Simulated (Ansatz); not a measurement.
PtSe2: from supercell energies to defect levels (Se interstitial)

Theory: DFT PBE, scalar-relativistic, plane waves, PAW in Ansatz 0.2.0. Settings: 420 eV cutoff, 2×2×2 k-mesh, shifted by half a step, Gaussian smearing of 0.01 eV, collinear spin in charge -1 alone.

Host crystal, relaxed:

```
Pt Se
1.0
     3.75156    0.00000    0.00000
    -1.87578    3.24895    0.00000
     0.00000    0.00000    6.50133
Pt Se
1 2
Direct
  0.00000 0.00000 0.00000
  0.66667 0.33333 0.79903
  0.33333 0.66667 0.20097
```

The Se interstitial was set at (0.250, 0.500, 0.571) of the host cell, in a supercell of 27 sites (713 Å³), relaxed at fixed cell in each charge q, from a start with the atoms near it displaced at random. In charges 0, -2, -1 some atom moved by up to 0.6 Å, so the relaxed defect can differ in kind from the start: near the site, 2 Se at 2.45 Å, 1 Se at 2.47 Å became 1 Se at 2.26 Å, 3 Se at 2.79 Å (charge 0); 1 Se at 2.31 Å, 3 Se at 2.76 Å (charge -2); 1 Se at 2.28 Å, 3 Se at 2.77 Å (charge -1). The host's Kohn–Sham gap is 0.82 eV and its static dielectric constant 13.5 (mean). For each charge: the supercell's free energy over the neutral one with q electrons exchanged at the valence band top, F(q) − F(0) + qE_v; the image-charge term; and the term that aligns the potential far from the defect with the host's.

Spin-orbit coupling is left out, which matters for the bands and energies of heavy elements.

```json
{"q": "0", "F(q) − F(0) + qE_v (eV)": "0.000", "image charge (eV)": "0.000", "alignment (eV)": "0.000"}
{"q": "-1", "F(q) − F(0) + qE_v (eV)": "1.659", "image charge (eV)": "0.195", "alignment (eV)": "-0.577"}
{"q": "-2", "F(q) − F(0) + qE_v (eV)": "3.327", "image charge (eV)": "0.780", "alignment (eV)": "-1.421"}
```

Problem. Add the terms and find the levels between neighbouring charges, ε(q/q′) = [A(q′) − A(q)]/(q − q′), with and without the two corrections.

Solution. A(q): 0.000 eV for 0, 1.277 eV for -1, 2.686 eV for -2.
```json
{"level": "(0/-1)", "corrected (eV over E_v)": "1.28", "uncorrected (eV)": "1.66"}
{"level": "(-1/-2)", "corrected (eV over E_v)": "1.41", "uncorrected (eV)": "1.67"}
```

As a check, a point charge in a simple cubic cell of this volume has q²αe²/(2εL) = 0.169 q² eV (e² = 14.40 eV Å, α = 2.837, L = 8.93 Å); the shape of the real cell and the anisotropy of ε can change it somewhat. The term grows as q², so it pushes donor levels down and acceptor levels up. The program doubts the alignment for q = -2, so levels beside it are uncertain by about that term.

Problem. Which of these charges is lowest with the Fermi level at the valence band top, at mid-gap and at the conduction band bottom?

Solution. The line A(q) + qE_F that lies lowest gives the charge: 0 at E_F = 0.00 eV, 0 at E_F = 0.41 eV, 0 at E_F = 0.82 eV. (0/-1) and (-1/-2) fall outside this Kohn–Sham gap, so the change of charge isn't reached within it; the real gap is usually wider and may hold a localised level, while a level that comes from a carrier in the host's bands only marks the band edge and moves with it. In charge -1 the extra carrier sits in the host's bands, sampled away from their edge; a term of -0.44 eV would put the level beside it at that edge (it also undoes corrections that don't apply to a spread carrier) and isn't included above. In charge -2 the extra carrier sits in the host's bands, sampled away from their edge; a term of -1.01 eV would put the level beside it at that edge (it also undoes corrections that don't apply to a spread carrier) and isn't included above. Charges beyond those computed could lie lower near the band edges.

Problem. The neutral defect forms at 1.13 eV with atoms taken from and returned to the elements. What are the formation energies at those three Fermi levels, and what share of sites would hold the defect at 1200 K with E_F at mid-gap, if the host still stood at that temperature?

Solution. E_f = E_f(0) + A(q) + qE_F = 1.13, 1.13, 1.13 eV. In the dilute limit the share is exp(−E_f/k_BT) = exp(−1.126/0.1034) = 1.9×10⁻⁵, leaving out degeneracy and vibrational entropy. This is the Se-rich limit; a poorer supply of Se, or a competing compound of it, raises E_f. The small cell and the narrow Kohn–Sham gap leave errors of tenths of an eV or more, which change the share by orders of magnitude.

Among the neutral and negative states computed, the Se interstitial stays neutral throughout the gap and offers no evidence of a deep acceptor. The short Se–Se contact of 2.26 Å suggests why: the added atom probably bonds to a lattice selenium through the latter's lone pair, giving a diselenide-like unit that needs no electrons from outside. Its empty antibonding states would then lie above the conduction band edge, so added electrons enter the host's bands, in keeping with the small change of this contact on charging. The three longer Se contacts are at most weak bonds.

The host itself departs from what is known: bulk PtSe2 is a semimetal with a much shorter c axis than the 6.50133 Å found here. The likely cause is the missing dispersion attraction in PBE, which leaves the layers too far apart and weakens the interlayer Se p overlap that closes the gap. The results therefore describe nearly decoupled layers, and the formation energy is probably too low for the real crystal, where the interstitial has less room.
